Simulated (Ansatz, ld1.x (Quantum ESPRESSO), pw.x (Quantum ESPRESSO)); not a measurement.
What a changed setting does to a pw.x run (bcc Ru)

Potential: PAW, ld1.x (Quantum ESPRESSO) 7.5, PBE; core [Ar] 3d10 4s2, reference 4p6 4d7 5s1 5p0; waves: 5s (bound): rcut 2.55, rcutus 3.05 bohr; 5s channel at 0.4 Ry: rcut 2.55, rcutus 3.05 bohr; 4p (bound): rcut 1.50, rcutus 1.55 bohr; 5p (bound, empty): rcut 1.50, rcutus 1.55 bohr; 4d (bound): rcut 1.75, rcutus 2.30 bohr; 4d channel at 2.1 Ry: rcut 1.75, rcutus 2.30 bohr; local part: all-electron potential smoothed inside 2.50 bohr (lloc = -1); core correction: Bessel-smoothed model core inside 1.20 bohr; augmentation: BESSEL, radius 1.15 bohr.

The reference run (k-mesh 15³, cutoffs 75/600 Ry, Fermi–Dirac 0.01 Ry, mixing_beta 0.4, conv_thr 1e-9, no spin) gives 5.63 GPa at 14.192 Å³/atom, where all-electron LAPW gives 1.63 GPa. This run, with its own iteration cap, changes k-mesh shift to 1.

```
&control
  calculation='scf', prefix='x', pseudo_dir='./', outdir='./tmp', tstress=.true., disk_io='none'
/
&system
  ibrav=0, nat=1, ntyp=1, ecutwfc=75, ecutrho=600, nbnd=15,
  occupations='smearing', smearing='fd', degauss=0.01
/
&electrons
  conv_thr=1e-09, mixing_beta=0.4, electron_maxstep=50
/
ATOMIC_SPECIES
Ru 1.0 Ru.UPF
CELL_PARAMETERS angstrom
  -1.52520377 1.52520377 1.52520377
  1.52520377 -1.52520377 1.52520377
  1.52520377 1.52520377 -1.52520377
ATOMIC_POSITIONS crystal
Ru 0.0000 0.0000 0.0000
K_POINTS automatic
15 15 15 1 1 1
```

```bash
pw.x < Ru.scf.in > Ru.scf.out
```

Problem. How does the run end?

Solution. It converges in 9 iterations; the free energy moves by +2.7 meV/atom and the pressure by +0.16 GPa.

```
Message from routine setup:
     using ibrav=0 with symmetry is DISCOURAGED, use correct ibrav instead
     lattice parameter (alat)  =       4.9921  a.u.
     unit-cell volume          =      95.7724 (a.u.)^3
     number of electrons       =        14.00
     number of Kohn-Sham states=           15
     kinetic-energy cutoff     =      75.0000  Ry
     charge density cutoff     =     600.0000  Ry
     scf convergence threshold =      1.0E-09
     Exchange-correlation= SLA  PW   PBX  PBC
     number of k points=   120  Fermi-Dirac smearing, width (Ry)=  0.0100
     iteration #  1     ecut=    75.00 Ry     beta= 0.40
     total energy              =    -382.21892272 Ry
     estimated scf accuracy    <       0.36279214 Ry
     iteration #  2     ecut=    75.00 Ry     beta= 0.40
     total energy              =    -382.24405286 Ry
     estimated scf accuracy    <       0.00757391 Ry
     iteration #  3     ecut=    75.00 Ry     beta= 0.40
     total energy              =    -382.24388114 Ry
     estimated scf accuracy    <       0.00103042 Ry
     iteration #  4     ecut=    75.00 Ry     beta= 0.40
     total energy              =    -382.24395005 Ry
     estimated scf accuracy    <       0.00001746 Ry
     iteration #  5     ecut=    75.00 Ry     beta= 0.40
     total energy              =    -382.24395367 Ry
     estimated scf accuracy    <       0.00001066 Ry
     iteration #  6     ecut=    75.00 Ry     beta= 0.40
     total energy              =    -382.24395416 Ry
     estimated scf accuracy    <       0.00000006 Ry
     iteration #  7     ecut=    75.00 Ry     beta= 0.40
     total energy              =    -382.24395420 Ry
     estimated scf accuracy    <          6.6E-09 Ry
     iteration #  8     ecut=    75.00 Ry     beta= 0.40
     total energy              =    -382.24395421 Ry
     estimated scf accuracy    <          7.5E-09 Ry
     iteration #  9     ecut=    75.00 Ry     beta= 0.40
     the Fermi energy is    20.6695 ev
!    total energy              =    -382.24395421 Ry
     estimated scf accuracy    <          9.7E-10 Ry
     smearing contrib. (-TS)   =      -0.00903674 Ry
     The total energy is F=E-TS. E is the sum of the following terms:
     one-electron contribution =     -10.22401034 Ry
     hartree contribution      =      22.43027664 Ry
     xc contribution           =     -25.15612920 Ry
     ewald contribution        =    -123.73975567 Ry
     one-center paw contrib.   =    -245.54529891 Ry
     convergence has been achieved in   9 iterations
          total   stress  (Ry/bohr**3)                   (kbar)     P=       57.90
     Message from routine punch:
     Nothing written, as per user request (disk_io='none')
```

The run took about 35 s on one core of a shared host (Neoverse-V1, 32 threads, 247 GiB, load 32).
